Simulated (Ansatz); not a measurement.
# Ir (Fm-3m) in Ansatz: notebook, part 2 of 2

Ansatz 0.2.0.

### 5 Relaxation of cell and atoms, HSE03

Contents of input.yaml:

```yaml
crystal:
  lattice:
    - [0.0, 1.9156, 1.9156]
    - [1.9156, 0.0, 1.9156]
    - [1.9156, 1.9156, 0.0]
  atoms:
    - { symbol: Ir, position: [0.0, 0.0, 0.0] }
hamiltonian:
  xc: { exchange: pbe, correlation: pbe, exx: { coeff: 0.25, omega: 0.3 } }
  pseudopotentials: { kind: paw }
kpoints:
  mp_grid: { grid: [6, 6, 6] }
scf:
  occupations: { method: fermi_dirac, width: 0.05 }
output:
  forces: true
  stress: true
  write_density: true
  write_potential: true
  elf: true
  volumetric_format: npy
relax:
  f_tol: 0.01
  max_steps: 40
  cell: { stress_tol: 0.05 }
```

Potentials or basis: Ansatz PAW.

Run with:

```bash
$ ansatz run input.yaml --threads 2 --pin off --max-ram 5632MiB --backend cpu --events-out ev --progress --plain --runs-dir out
```

The program printed:

```text
Warning: RAYON_NUM_THREADS=2 ignored (pool sized by the plan → 2); use --threads N
Engine: ansatz 0.2.0, aarch64-unknown-linux-gnu
Pseudopotentials: kind: paw
Pseudopotential: Ir, paw, valence charge 17, recommended cutoff 420 eV (normal), Ir.paw.azcp
Functional definition: unnamed
  parameter a_1 = 0.25
  parameter omega_1 = 0.3/angstrom
  exchange = pbe_x + (-a_1)*pbe_x_sr(omega_1) + a_1*exact_x_sr(omega_1)
  correlation = pbe_c
Crystal: 1 atoms, lattice volume = 14.059 Å³
Basis set: ecut = 420 eV, 283 PW (Γ), exchange–correlation on 40×40×40 points (8 copies of the dense FFT grid, shifted against one another)
Bands: 13, of which v1, the nominal top of the filled ones, is band 9 counted from 1 (8 counted from 0)
Symmetry: 48 space group operations
Space group: Fm-3m (ITA 225), of the structure as read, at distance tolerance 2.4e-5 Å
k-points: 16 of 216
Non-local potential: Ir, projectors of the file, l = 0: 3, l = 1: 2, l = 2: 2, l = 3: 1
PAW form: soft (Blöchl's): semilocal exchange-correlation on the pseudo side does not see the compensation charge
PAW frozen core: Ir, regenerated for the run's functional, and the local potential with it (the file was generated under x = pbe(κ = 0.804, μ = 0.2195149727645171), c = pbe(β = 0.06672455060314922))
PAW one-centre angular grid: Ir, 590 points (default); XC on 64 Gauss nodes
Initial density: superposition of atomic densities (neutral atoms: chi_scale 0, normalization atom), corrected by the library's trained network
Initial wavefunctions: pseudopotential atomic-orbital guess
Functional: x = pbe(κ = 0.804, μ = 0.2195149727645171), c = pbe(β = 0.06672455060314922), warm-up for x = pbe(κ = 0.804, μ = 0.2195149727645171) + 0.25 (exact − pbe) at short range (hse, ω = 0.3 Å⁻¹), c = pbe(β = 0.06672455060314922)
SCF iter   1: F=—  HF=-11935.234277 eV  |F-HF|=—  |Δ(HF+E_count)|=         —  Δρ=1.07e-2  dr2=8.00e-3  ethr=1.77e-3  ⟨swp⟩=6.3  Hψ=840  notcnv=0
[... 140 lines left out ...]
  E_band       = -114.798144
  E_kinetic    = 622.856076
  E_local      = -1051.101071  (includes V_loc(G=0)·N_el)
  E_nonlocal   = 73.635510
  E_hartree    = 403.810291
  E_xc         = -216.273426
  E_vxc        = -240.096674  (∫ρ·V_xc dr)
  E_exx        = -54.066604  (= α·E_x^exact, valence–valence)
  E_paw        = -9222.207360  (= ΣΔE_a)
  E_vpaw       = -219.579411  (= ΣTr[D̂ρ^β])
  E_aug_tail   = 0.000053  (compensation charges beyond the density's cutoff)
  E_ewald      = -2491.314811
  E_core_change = -2.204474  (= ΣΔE_core)
  E_smearing   = -0.010411  (= −TS)
  E_closure    = 0.000000  (closes the sum)
  Σ components = -11936.876229   (vs F -11936.876229, Δ=0.00e0)
--- Forces (eV/Å), atoms counted from 1 ---
  atom   1  Ir    -0.00000000    -0.00000000     0.00000000
  max |Σ_I F_I| component: 2.96e-31 eV/Å
--- Stress (GPa, compression-positive) ---
        0.004875      -0.000000      -0.000000
       -0.000000       0.004875      -0.000000
       -0.000000      -0.000000       0.004875
  P = ⅓ Tr σ = 0.0049 GPa (0.049 kbar)
--- Band table (eV; the first three rows and the last of 16) ---
  k-point 0: bands = ["-71.3998", "-26.4268", "-26.4268", "-26.4268", "13.6042", "21.2741", "21.2741", "21.2741", "24.1164", "24.1164", "40.1568"]
  k-point 1: bands = ["-71.3787", "-26.6797", "-26.4626", "-26.4626", "14.8812", "20.7634", "21.7100", "21.7100", "23.9860", "23.9860", "41.8831"]
  k-point 2: bands = ["-71.3364", "-27.1684", "-26.5331", "-26.5331", "16.6528", "21.4251", "21.4251", "21.8746", "25.4310", "25.4310", "37.9187"]
  k-point 15: bands = ["-71.2871", "-27.2156", "-26.9367", "-26.8001", "17.9740", "18.7184", "22.2910", "24.4147", "27.5015", "33.2434", "35.1879"]
  guard bands above this table: 2 of the run's 13 bands. The solve was not asked for them (output.publish_guard_bands: true or output.eigenvalues: true publishes all)
--- Relaxed structure (3 steps of the walk, 2 accepted, 1 SCFs on fresh bases) ---
  F+E_penalty+E_count = -11936.87622909 eV   max|allowed force component| = 0.000e0 eV/Å   (the final SCF, on the basis selected at the relaxed cell)
  cell:  # Å, volume = 14.0376 Å³
    - [4.4584505287836414e-35, 1.914640832516928, 1.914640832516928]
    - [1.914640832516928, 7.006136545231436e-35, 1.914640832516928]
    - [1.914640832516928, 1.914640832516928, 1.528611609868677e-34]
  atoms:
    - { symbol: Ir, position: [0.0, 0.0, 0.0] }
```

rho_z.tsv:

```text
# z_ang	rho[e/angstrom^3]
# format = ansatz-planar-average/11
# lattice	0.000000000	1.914640833	1.914640833
# lattice	1.914640833	0.000000000	1.914640833
# lattice	1.914640833	1.914640833	0.000000000
# sites	1
# site	77	0.000000000	0.000000000	0.000000000
0.000000	2.229863e0
0.135386	2.180294e0
0.270771	2.027659e0
0.406157	1.772836e0
0.541542	1.444877e0
0.676928	1.102353e0
[... 12 lines left out ...]
2.436940	2.027659e0
2.572325	2.180294e0
```

It took 14 s on 2 threads of Arm Neoverse V2, shared host; peak memory 0.54 GiB.

Results:

```yaml
Free_energy: -11936.8762 eV
Relaxed_volume: 14.04 Å³/atom
Relaxed_cell: a = 2.708 Å, b = 2.708 Å, c = 2.708 Å, α = 60.00°, β = 60.00°, γ = 60.00°
Space_group_after_relaxing_to_0.05_Å: Fm-3m (No. 225)
Energy_gained_by_relaxing: 0.0 meV/atom
Ionic_steps: 3
Pressure_after_relaxing: 0.0 GPa
Band_gap_on_the_k_mesh: none (metal or under the smearing width)
```

Final structure:
```
Ir
1.0
     0.00000    1.91464    1.91464
     1.91464    0.00000    1.91464
     1.91464    1.91464    0.00000
Ir
1
Direct
  0.00000 0.00000 0.00000
```

Caveat: the k mesh is coarse (spacing up to 0.47 Å⁻¹), so the values aren't converged, least of all with exact exchange; the plane-wave basis is chosen anew once the cell has moved, so the energies of steps on either side of that aren't comparable; the PAW data sets come from PBE, with cores solved anew for the run's functional, which leaves a small shift of forces and pressure.

### 6 Summary

```csv
task,level,cell,k mesh,smearing,mesh quality,gap on the mesh (eV),pressure (GPa),relaxed volume (Å³/atom)
relaxation of cell and atoms,BLYP+D4,relaxed,12 × 12 × 12,fermi-dirac 0.05 eV,not flagged,none,0.0,14.39
single point,PBE,as given,12 × 12 × 12,gaussian 0.027 eV,not flagged,none,11.1,-
single point,PBE,as given,12 × 12 × 12,gaussian 0.028 eV,not flagged,none,11.1,-
relaxation of cell and atoms,HSE03,relaxed,6 × 6 × 6,fermi-dirac 0.05 eV,coarse,none,0.0,14.04
```

Alike in all rows: potentials or basis Ansatz PAW; no spin polarisation; cutoff (eV) 420.

Caveats: some runs use coarse meshes; the plane-wave basis is chosen anew once the cell has moved, so the energies of steps on either side of that aren't comparable (some runs); the PAW data sets come from PBE, with cores solved anew for the run's functional, which leaves a small shift of forces and pressure (some runs); pairwise dispersion overbinds metals, which lowers pressure and volume (some runs).

Total energies depend on the potentials used, so only differences within one code and one set of settings carry meaning.
